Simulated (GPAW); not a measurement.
# GaN (F-43m) in GPAW: settings compared, part 2 of 2

GPAW 26.7.0. Earlier steps stand in the parts before.

## 5. Band structure, r4SCAN, spin-orbit coupling, no magnetisation

The input, run.py:

```python
import numpy as np
import spglib
from ase import Atoms
from ase.dft.bandgap import bandgap
from ase.io import read, write
from ase.units import GPa
from gpaw import GPAW, PW
from gpaw.spinorbit import soc_eigenstates

atoms = read('GaN.cif')
cell, positions, numbers = spglib.find_primitive(
    (atoms.cell[:], atoms.get_scaled_positions(), atoms.numbers), symprec=1e-4)
atoms = Atoms(numbers, cell=cell, scaled_positions=positions, pbc=True)

calc = GPAW(mode=PW(800),
            xc='MGGA_X_R4SCAN+MGGA_C_R2SCAN',
            kpts={'size': (10, 10, 10), 'gamma': True},
            occupations={'name': 'fermi-dirac', 'width': 0.05},
            nbands=11,
            convergence={'density': 1e-05, 'energy': 1e-05},
            maxiter=150,
            txt='gpaw.txt')
atoms.calc = calc
energy = atoms.get_potential_energy()
forces = atoms.get_forces()
stress = atoms.get_stress()
calc.write('gs.gpw')
write('result.traj', atoms)
print(f'Energy: {energy:.6f} eV')
print('Forces (eV/A):')
print(forces.round(4))
print('Stress (GPa):', (stress / GPa).round(3))
print('Fermi level:', round(calc.get_fermi_level(), 4), 'eV')
print(f'Gap: {bandgap(calc)[0]:.4f} eV, direct: {bandgap(calc, direct=True)[0]:.4f} eV')

path = atoms.cell.bandpath('GXWKGLUWLK,UX', npoints=60, eps=1e-4)
bs_calc = calc.fixed_density(kpts=path, symmetry='off', nbands=19,
                             convergence={'bands': 'CBM+6.0', 'eigenstates': 1e-6}, txt='bands.txt')
bs = bs_calc.band_structure()
bs.write('bs.json')
print(f'Gap on the path: {bandgap(bs_calc)[0]:.4f} eV')

soc = soc_eigenstates(bs_calc, theta=0, phi=0, ignore_xc_potential=True)
np.savetxt('soc_bands.dat', soc.eigenvalues(), fmt='%.4f')
mesh = soc_eigenstates('gs.gpw', theta=0, phi=0, ignore_xc_potential=True)
np.savetxt('soc_mesh.dat', mesh.eigenvalues(), fmt='%.4f')
print('Fermi level with spin-orbit coupling:', round(mesh.fermi_level, 4), 'eV')
```

The input, GaN.cif:

```cif
data_GaN
_cell_length_a 4.50700122
_cell_length_b 4.50700122
_cell_length_c 4.50700122
_cell_angle_alpha 90.00000000
_cell_angle_beta 90.00000000
_cell_angle_gamma 90.00000000
_space_group_name_H-M_alt 'F-43m'
_space_group_name_Hall 'F -4 2 3'
_space_group_IT_number 216
loop_
_space_group_symop_operation_xyz
'x,y,z'
'y,-x,-z'
'-x,-y,z'
'-y,x,-z'
'x,-y,-z'
'y,x,z'
'-x,y,-z'
'-y,-x,z'
'z,x,y'
'-z,y,-x'
'z,-x,-y'
'-z,-y,x'
'-z,x,-y'
'z,y,x'
'-z,-x,y'
'z,-y,-x'
'y,z,x'
'-x,-z,y'
'-y,z,-x'
'x,-z,-y'
'-y,-z,x'
'x,z,y'
'y,-z,-x'
'-x,z,-y'
'x,y+1/2,z+1/2'
'y,-x+1/2,-z+1/2'
'-x,-y+1/2,z+1/2'
'-y,x+1/2,-z+1/2'
'x,-y+1/2,-z+1/2'
'y,x+1/2,z+1/2'
'-x,y+1/2,-z+1/2'
'-y,-x+1/2,z+1/2'
'z,x+1/2,y+1/2'
'-z,y+1/2,-x+1/2'
'z,-x+1/2,-y+1/2'
'-z,-y+1/2,x+1/2'
'-z,x+1/2,-y+1/2'
'z,y+1/2,x+1/2'
'-z,-x+1/2,y+1/2'
'z,-y+1/2,-x+1/2'
'y,z+1/2,x+1/2'
'-x,-z+1/2,y+1/2'
'-y,z+1/2,-x+1/2'
'x,-z+1/2,-y+1/2'
'-y,-z+1/2,x+1/2'
'x,z+1/2,y+1/2'
'y,-z+1/2,-x+1/2'
'-x,z+1/2,-y+1/2'
'x+1/2,y,z+1/2'
'y+1/2,-x,-z+1/2'
'-x+1/2,-y,z+1/2'
'-y+1/2,x,-z+1/2'
'x+1/2,-y,-z+1/2'
'y+1/2,x,z+1/2'
'-x+1/2,y,-z+1/2'
'-y+1/2,-x,z+1/2'
'z+1/2,x,y+1/2'
'-z+1/2,y,-x+1/2'
'z+1/2,-x,-y+1/2'
'-z+1/2,-y,x+1/2'
'-z+1/2,x,-y+1/2'
'z+1/2,y,x+1/2'
'-z+1/2,-x,y+1/2'
'z+1/2,-y,-x+1/2'
'y+1/2,z,x+1/2'
'-x+1/2,-z,y+1/2'
'-y+1/2,z,-x+1/2'
'x+1/2,-z,-y+1/2'
'-y+1/2,-z,x+1/2'
'x+1/2,z,y+1/2'
'y+1/2,-z,-x+1/2'
'-x+1/2,z,-y+1/2'
'x+1/2,y+1/2,z'
'y+1/2,-x+1/2,-z'
'-x+1/2,-y+1/2,z'
'-y+1/2,x+1/2,-z'
'x+1/2,-y+1/2,-z'
'y+1/2,x+1/2,z'
'-x+1/2,y+1/2,-z'
'-y+1/2,-x+1/2,z'
'z+1/2,x+1/2,y'
'-z+1/2,y+1/2,-x'
'z+1/2,-x+1/2,-y'
'-z+1/2,-y+1/2,x'
'-z+1/2,x+1/2,-y'
'z+1/2,y+1/2,x'
'-z+1/2,-x+1/2,y'
'z+1/2,-y+1/2,-x'
'y+1/2,z+1/2,x'
'-x+1/2,-z+1/2,y'
'-y+1/2,z+1/2,-x'
'x+1/2,-z+1/2,-y'
'-y+1/2,-z+1/2,x'
'x+1/2,z+1/2,y'
'y+1/2,-z+1/2,-x'
'-x+1/2,z+1/2,-y'
loop_
_atom_site_label
_atom_site_type_symbol
_atom_site_symmetry_multiplicity
_atom_site_Wyckoff_symbol
_atom_site_fract_x
_atom_site_fract_y
_atom_site_fract_z
_atom_site_occupancy
Ga1 Ga 4 a 0.0000000000 0.0000000000 0.0000000000 1
N1 N 4 d 0.2500000000 0.2500000000 0.7500000000 1
```

On the command line:

```
$ OMP_NUM_THREADS=1 python run.py
```

Run time: 83 s. Hardware: 1 thread of Arm Neoverse V1, shared host; peak memory 0.29 GiB.

The run converged. Its results:

* Free energy: -22.9771 eV
* Pressure: 4.0 GPa
* Band gap on the k mesh: 2.24 eV, direct
* Band gap along the path: 2.24 eV, direct

Levels at the corners of the path, in eV from the valence-band top:
```csv
point,band 6,band 7,band 8,band 9,band 10,band 11
Γ,0.00,0.00,0.00,2.24,2.24,10.81
X,-2.77,-2.72,-2.72,3.81,3.81,7.29
W,-3.87,-3.67,-3.61,6.80,6.81,9.22
K,-4.33,-2.22,-2.21,5.52,5.53,8.63
Γ,0.00,0.00,0.00,2.24,2.24,10.81
L,-1.01,-0.97,-0.97,5.24,5.24,9.55
U,-4.33,-2.22,-2.21,5.52,5.53,8.63
W,-3.87,-3.67,-3.61,6.80,6.81,9.22
L,-1.01,-0.97,-0.97,5.24,5.24,9.55
K,-4.33,-2.22,-2.21,5.52,5.53,8.63
U,-4.33,-2.22,-2.21,5.52,5.53,8.63
X,-2.77,-2.72,-2.72,3.81,3.81,7.29
```

Caveat: spin-orbit coupling was added after a scalar SCF, so levels and gaps hold it while energy, forces, pressure and moments don't; this program's spin-orbit splittings come out too wide for heavy elements; the PAW data sets were made with another functional, which shifts forces and pressure a little.

## 6. Band structure, BLYP, spin-orbit coupling, no magnetisation

The input, run.py:

```python
import numpy as np
from ase.dft.bandgap import bandgap
from ase.io import write
from ase.spacegroup import crystal
from ase.units import GPa
from gpaw import GPAW, PW, setup_paths
from gpaw.spinorbit import soc_eigenstates

setup_paths.insert(0, '.')

# Ga 4a
# N 4d
atoms = crystal(['Ga', 'N'],
                basis=[[0.0, 0.0, 0.0],
                       [0.25, 0.25, 0.75]],
                spacegroup=216, setting=1,  # F-43m
                cellpar=[4.50700122, 4.50700122, 4.50700122, 90.0, 90.0, 90.0],
                primitive_cell=True)

calc = GPAW(mode=PW(800),
            xc='BLYP',
            kpts={'size': (10, 10, 10), 'gamma': True},
            occupations={'name': 'fermi-dirac', 'width': 0.05},
            nbands=11,
            convergence={'density': 1e-05, 'energy': 1e-05},
            eigensolver='davidson',
            maxiter=150,
            txt='gpaw.txt')
atoms.calc = calc
energy = atoms.get_potential_energy()
forces = atoms.get_forces()
stress = atoms.get_stress()
calc.write('gs.gpw')
write('result.traj', atoms)
print(f'Energy: {energy:.6f} eV')
print('Forces (eV/A):')
print(forces.round(4))
print('Stress (GPa):', (stress / GPa).round(3))
print('Fermi level:', round(calc.get_fermi_level(), 4), 'eV')
print(f'Gap: {bandgap(calc)[0]:.4f} eV, direct: {bandgap(calc, direct=True)[0]:.4f} eV')

path = atoms.cell.bandpath('GXWKGLUWLK,UX', npoints=100, eps=1e-4)
bs_calc = calc.fixed_density(kpts=path, symmetry='off', nbands=19,
                             convergence={'bands': 'CBM+6.0', 'eigenstates': 1e-6}, txt='bands.txt')
bs = bs_calc.band_structure()
bs.write('bs.json')
print(f'Gap on the path: {bandgap(bs_calc)[0]:.4f} eV')

soc = soc_eigenstates(bs_calc, theta=0, phi=0)
np.savetxt('soc_bands.dat', soc.eigenvalues(), fmt='%.4f')
mesh = soc_eigenstates('gs.gpw', theta=0, phi=0)
np.savetxt('soc_mesh.dat', mesh.eigenvalues(), fmt='%.4f')
print('Fermi level with spin-orbit coupling:', round(mesh.fermi_level, 4), 'eV')
```

Potentials or basis: PAW data sets generated in the run's folder for this functional, pw.

On the command line:

```
$ gpaw-setup -f BLYP Ga N
$ OMP_NUM_THREADS=1 python run.py
```

gpaw.txt:

```text
__  _  _
 | _ |_)|_||  |
 |__||  | ||/\| - 26.7.0

Input parameters:
  mode=PW(ecut=800.0),
  convergence={'density': 1e-05, 'energy': 1e-05},
  eigensolver=Davidson(niter=2),
  kpts=MonkhorstPack(size=(10, 10, 10), gamma=True),
  maxiter=150,
  nbands=11,
  occupations=Occupations(name='fermi-dirac', width=0.05),
  xc=XC(name='BLYP')

Diagonalizing LCAO Hamiltonian
Converting LCAO to pw mode

                  N

       Ga

Atoms  # Å, Bohr magnetons
|   | symbol |        x |        y |        z |    initial magnetic moments |
|---|--------|----------|----------|----------|-----------------------------|
| 0 |     Ga | 0.000000 | 0.000000 | 0.000000 | ( 0.0000,  0.0000,  0.0000) |
| 1 |      N | 3.380251 | 3.380251 | 3.380251 | ( 0.0000,  0.0000,  0.0000) |

Unit cell  # Å
| periodic |        x |        y |        z |  lengths |    angles |
|----------|----------|----------|----------|----------|-----------|
|      yes | 0.000000 | 2.253501 | 2.253501 | 3.186931 | 60.000000 |
|      yes | 2.253501 | 0.000000 | 2.253501 | 3.186931 | 60.000000 |
|      yes | 2.253501 | 2.253501 | 0.000000 | 3.186931 | 60.000000 |

Number of symmetries: 24
Symmetry operations  # r_c * U_cc + t_c -> r_c
|    | kind |            matrix            |
|----|------|------------------------------|
|  0 |  E   |  1, 0, 0,  0, 1, 0,  0, 0, 1 |
|  1 |  σ   |  1, 0, 0,  0, 0, 1,  0, 1, 0 |
|  2 |  σ   |  1, 0,-1,  0, 1,-1,  0, 0,-1 |
|  3 |  C3  |  1, 0,-1,  0, 0,-1,  0, 1,-1 |
|  4 |  C3  |  1,-1, 0,  0,-1, 1,  0,-1, 0 |
|  5 |  σ   |  1,-1, 0,  0,-1, 0,  0,-1, 1 |
|  6 |  σ   |  0, 1, 0,  1, 0, 0,  0, 0, 1 |
|  7 |  C3  |  0, 1, 0,  0, 0, 1,  1, 0, 0 |
|  8 |  C2  |  0, 1,-1,  1, 0,-1,  0, 0,-1 |
|  9 |  S4  |  0, 1,-1,  0, 0,-1,  1, 0,-1 |
| 10 |  C3  |  0, 0, 1,  1, 0, 0,  0, 1, 0 |
| 11 |  σ   |  0, 0, 1,  0, 1, 0,  1, 0, 0 |
| 12 |  S4  |  0, 0,-1,  1, 0,-1,  0, 1,-1 |
| 13 |  C3  |  0, 0,-1,  0, 1,-1,  1, 0,-1 |
| 14 |  S4  |  0,-1, 1,  1,-1, 0,  0,-1, 0 |
| 15 |  C2  |  0,-1, 1,  0,-1, 0,  1,-1, 0 |
| 16 |  C3  |  0,-1, 0,  1,-1, 0,  0,-1, 1 |
| 17 |  S4  |  0,-1, 0,  0,-1, 1,  1,-1, 0 |
| 18 |  S4  | -1, 1, 0, -1, 0, 1, -1, 0, 0 |
| 19 |  C3  | -1, 1, 0, -1, 0, 0, -1, 0, 1 |
| 20 |  C3  | -1, 0, 1, -1, 1, 0, -1, 0, 0 |
| 21 |  S4  | -1, 0, 1, -1, 0, 0, -1, 1, 0 |
| 22 |  σ   | -1, 0, 0, -1, 1, 0, -1, 0, 1 |
| 23 |  C2  | -1, 0, 0, -1, 0, 1, -1, 1, 0 |

BZ-sampling:
  Number of BZ points: 1000
  Number of IBZ points: 47

  Monkhorst-Pack size: [10, 10, 10]
  Monkhorst-Pack shift: [0.05, 0.05, 0.05]

[... 78 lines left out ...]
    | kind |    occ | energy [eV] | rcut [Å] |
    |------|--------|-------------|----------|
    |   2s |  2.000 |     -18.447 |    0.603 |
    |   2p |  3.000 |      -7.063 |    0.529 |
    |    s |        |       8.764 |    0.603 |
    |    p |        |      20.148 |    0.529 |
    |    d |        |       0.000 |    0.577 |

    Using partial waves for N as LCAO basis

Reference energy: -54378.754124  # eV

eigensolver:
  Davidson
  Converge bands: occupied
  niter=2

density mixing:
  MSR1-Mixer
  Pratt-step length: 0.05
  Maximum mixing coefficient: 0.75
  Old densities: 10
  SVD Regularization: 0.005
  Good broyden scale: 1.0
  Trust region scale: 1.0
  Backstep threshold: 4.0
  History deletion threshold: 6.0
  Fourier metric: weight=20.0, sigma=0.015

occupation numbers:
  Fermi-Dirac:
    width: 0.0500  # eV

poisson solver:
  ecut: 6400.0  # eV

xc functional:
  name: BLYP with 2 nearest neighbor stencil

convergence criteria:
- Maximum integral of absolute [dens]ity change: 1e-05 electrons / valence electron
- Maximum [total energy] change in last 3 cyles: 1e-05 eV / valence electron
- Maximum integral of absolute [eigenst]ate change: 4e-08 eV^2 / valence electron
maximum number of iterations: 150

SCF iterations
|iter     | |      energy | eigst |  dens |
|---------|-|-------------|-------|-------|
|iter:   1| |  -13.059866 | -0.15 |       |
|iter:   2| |  -12.476040 | -2.03 | -0.54 |
|iter:   3| |  -10.917272 | -0.66 | -0.59 |
|iter:   4| |  -10.908586 | -2.68 | -1.29 |
|iter:   5| |  -10.905996 | -3.16 | -1.53 |
|iter:   6| |  -10.905717 | -4.46 | -2.60 |
|iter:   7| |  -10.905724 | -5.52 | -3.15 |
|iter:   8| |  -10.905724c| -7.42c| -3.88 |
|iter:   9| |  -10.905724c| -8.50c| -4.77 |
|iter:  10| |  -10.905724c| -9.55c| -5.32c|

Converged in 10 steps
Energy contributions relative to reference atoms: (reference = -54378.754124)

Energy contributions:
  Kinetic:          37.113443
  Coulomb:         -32.500995
  Zero:              0.148938
  External:          0.000000
  Xc:              -15.667110
  Entropy:          -0.000000
  Spinorbit:         0.000000
  ----------------------------
  Free energy:     -10.905724
  Extrapolated:    -10.905724

dipole moment: (-10.283439, -10.283439, -10.283439)  # |e|*Ang

Fermi level: 7.785
Eigenvalues  # (at kpt = [0.000, 0.000, 0.000])
| band index |      eig [eV] | occ [0-2] |
|------------|---------------|-----------|
|          0 |        -9.009 |     2.000 |
|          1 |         6.771 |     2.000 |
|          2 |         6.771 |     2.000 |
|          3 |         6.771 |     2.000 |
|          4 |         8.739 |     0.000 |
|          5 |        17.184 |     0.000 |
|          6 |        17.184 |     0.000 |
|          7 |        17.184 |     0.000 |
|          8 |        24.695 |     0.000 |
|          9 |        25.299 |     0.000 |
|         10 |        25.405 |     0.000 |

Gap: 1.968 eV
Transition (v -> c):
  (s=0, k=0, n=3, [0.00, 0.00, 0.00]) -> (s=0, k=0, n=4, [0.00, 0.00, 0.00])
No difference between direct/indirect transitions

Forces  # eV/Ang
|        x |       y |       z |
|----------|---------|---------|
| -0.00000 | 0.00000 | 0.00000 |  # Ga   0
|  0.00000 | 0.00000 | 0.00000 |  # N    1

Stress tensor  # eV/Ang^3
|         x |         y |         z |
|-----------|-----------|-----------|
| -0.106662 |  0.000000 |  0.000000 |
|  0.000000 | -0.106662 |  0.000000 |
|  0.000000 |  0.000000 | -0.106662 |

# Writing to gs.gpw (mode='')
```

Run time: 37 s. Hardware: 1 thread of Arm Neoverse V1, shared host; peak memory 0.26 GiB.

What came out:

- Free energy: -10.9057 eV
- Pressure: 17.1 GPa
- Band gap on the k mesh: 1.96 eV, direct
- Band gap along the path: 1.96 eV, direct

Levels at the corners of the path, in eV from the valence-band top:
```tsv
point	band 6	band 7	band 8	band 9	band 10	band 11
Γ	0.00	0.00	0.00	1.96	1.96	10.17
X	-2.65	-2.60	-2.60	3.66	3.66	6.78
W	-3.68	-3.52	-3.46	6.50	6.52	8.38
K	-4.14	-2.12	-2.12	5.28	5.28	7.94
Γ	0.00	0.00	0.00	1.96	1.96	10.17
L	-0.97	-0.93	-0.93	4.79	4.79	8.98
U	-4.14	-2.12	-2.12	5.28	5.28	7.94
W	-3.68	-3.52	-3.46	6.50	6.52	8.38
L	-0.97	-0.93	-0.93	4.79	4.79	8.98
K	-4.14	-2.12	-2.12	5.28	5.28	7.94
U	-4.14	-2.12	-2.12	5.28	5.28	7.94
X	-2.65	-2.60	-2.60	3.66	3.66	6.78
```

Caveat: spin-orbit coupling was added after a scalar SCF, so levels and gaps hold it while energy, forces, pressure and moments don't; this program's spin-orbit splittings come out too wide for heavy elements; so large a pressure means that the cell lies far from this level's equilibrium, or that cutoff or potentials fall short.

## 7. Overview

```tsv
task	level	potentials or basis	spin	band path	band points	spin axis theta (degrees)	spin axis phi (degrees)	eigensolver	gap on the mesh (eV)	pressure (GPa)
single point	TB-mBJ	GPAW PAW data sets for LDA (gpaw-data 1.2.1), pw	off	-	-	-	-	-	3.23	-
equation of state	mBEEF	GPAW PAW data sets (gpaw-data 1.2.1), pw	off	-	-	-	-	-	-	-
band structure	r4SCAN	GPAW PAW data sets (gpaw-data 1.2.1), pw	SOC, no magnetisation	GXWKGLUWLK,UX	60	0	0	-	2.24	4.0
band structure	BLYP	PAW data sets generated in the run's folder for this functional, pw	SOC, no magnetisation	GXWKGLUWLK,UX	100	0	0	davidson	1.96	17.1
```

Alike in all rows: cell as given; k mesh 10 × 10 × 10; cutoff (eV) 800; smearing fermi-dirac 0.05 eV.

Caveats: the PAW data sets were made with another functional, which shifts forces and pressure a little (some runs); spin-orbit coupling was added after a scalar SCF, so levels and gaps hold it while energy, forces, pressure and moments don't (some runs); this program's spin-orbit splittings come out too wide for heavy elements (some runs); a model potential gives levels but no total energy (some runs); the points scatter about the fit (some runs); so large a pressure means that the cell lies far from this level's equilibrium, or that cutoff or potentials fall short (some runs).

Absolute energies hang on the potentials; compare differences alone.

## 8. Against experiment

Step 2. Against the measured gap of GaN, 3.299 eV (direct; 0 K; a printed reference work, textbook), the calculated 3.23 eV is off by -0.07 eV. Spin-orbit coupling on Ga is left out. The value is that of TB-mBJ, without temperature or zero-point motion. The cell is a database's relaxed one, not the measured one, which moves gaps too.

Step 5. A measured gap of GaN is 3.299 eV (direct; 0 K; a printed reference work, textbook); the calculated 2.24 eV misses it by -1.05 eV. The value is that of r4SCAN, without temperature or zero-point motion. The cell is a database's relaxed one, not the measured one, which moves gaps too.

Step 6. Against the measured gap of GaN, 3.299 eV (direct; 0 K; a printed reference work, textbook), the calculated 1.96 eV is off by -1.34 eV. The value is that of BLYP, without temperature or zero-point motion. Semilocal functionals fall short of measured gaps as a rule. The cell is a database's relaxed one, not the measured one, which moves gaps too.
